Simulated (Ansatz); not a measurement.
Consider the following.

Li2O:
```xyz
3
Lattice="0.0000 2.2837 2.2837 2.2837 0.0000 2.2837 2.2837 2.2837 0.0000" Properties=species:S:1:pos:R:3 pbc="T T T"
O      0.0000     0.0000     0.0000
Li     1.1418     1.1418     1.1418
Li     3.4255     3.4255     3.4255
```

This is the HSE06-relaxed structure.

Q: All from the program Ansatz at the HSE06 level (PAW), unless another level is named. Estimate the smallest direct gap on the standard path.

A: 7.19 eV.

Q: Give the band gap.

A: 6.66 eV (indirect).

Q: Next, the valence-band maximum?

A: at Γ.

Q: Next, the conduction-band minimum?

A: at X (3 equivalent valleys).

Space group Fm-3m (anti-fluorite). The cell was relaxed with HSE06 under the symmetry of its start. The hybrid was solved on a coarse mesh, the path and, where they were found, the r²SCAN edge points; its band edges are the extreme levels among these.

Potentials: the later of the program's two PAW sets.
